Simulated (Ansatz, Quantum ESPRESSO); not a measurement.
An Ansatz (an electronic-structure program) input for a self-consistent single point of InN (P6_3mc, 8 atoms in the cell) (DFT, PBE, plane waves, default PAW files):

Ansatz 0.2 input:
```yaml
# InN
crystal:
  lattice:
    - [3.332609, 0.000000, 0.000000]
    - [-1.666305, 2.886124, 0.000000]
    - [0.000000, 0.000000, 10.910107]
  atoms:
    - { symbol: In, position: [0.000000, 0.000000, 0.000000] }
    - { symbol: In, position: [0.000000, 0.000000, 0.500000] }
    - { symbol: In, position: [0.666667, 0.333333, 0.750180] }
    - { symbol: In, position: [0.333333, 0.666667, 0.250180] }
    - { symbol: N, position: [0.000000, 0.000000, 0.812160] }
    - { symbol: N, position: [0.000000, 0.000000, 0.312160] }
    - { symbol: N, position: [0.666667, 0.333333, 0.563290] }
    - { symbol: N, position: [0.333333, 0.666667, 0.063290] }
kpoints:
  mp_grid: { grid: [9, 9, 3] }
hamiltonian:
  xc: pbe
  pseudopotentials: { kind: paw }
scf:
  occupations: { method: fermi_dirac, width: 0.1 eV }
output:
  forces: true
  eigenvalues: true
  stress: true
```

Q: Write the same calculation as an input for Quantum ESPRESSO.

A: This is the input that was run; spellings and numerical settings could be chosen otherwise.

```fortran
&CONTROL
 calculation = 'scf',
 prefix = 'InN',
 outdir = './tmp',
 pseudo_dir = './',
 tprnfor = .true.,
 tstress = .true.,
/
&SYSTEM
 ibrav = 4,
 celldm(1) = 6.297718231,
 celldm(3) = 3.27374351558,
 nat = 8,
 ntyp = 2,
 ecutwfc = 40,
 ecutrho = 200,
 occupations = 'smearing',
 smearing = 'fermi-dirac',
 degauss = 0.0073499,
/
&ELECTRONS
 conv_thr = 1.0d-10,
/
ATOMIC_SPECIES
In   114.8180  in_pbe_v1.4.uspp.F.UPF
N     14.0070  n_pbe_v1.2.uspp.F.UPF
ATOMIC_POSITIONS {angstrom}
In    0.000000000    0.000000000    0.000000000
In    0.000000000    0.000000000    5.455053500
In    1.666304484    0.962041342    8.184544069
In    0.000000000    1.924082685    2.729490569
N     0.000000000    0.000000000    8.860752501
N     0.000000000    0.000000000    3.405699001
N     1.666304484    0.962041342    6.145554172
N     0.000000000    1.924082685    0.690500672
K_POINTS {automatic}
9 9 3  0 0 0
```

Basis, cutoffs, solver keys and any potentials are the target program's own. This input uses DFT, PBE, plane waves, GBRV 1.5 ultrasoft (PBE) pseudopotentials.

The starting cell was generated: these elements placed on a structure prototype, without a prior relaxation; it need not be a known phase or ordering of this composition. Its lattice was rescaled by a random factor within 2.5 % of one. For this run, on top of that: lattice scaled by 0.98.
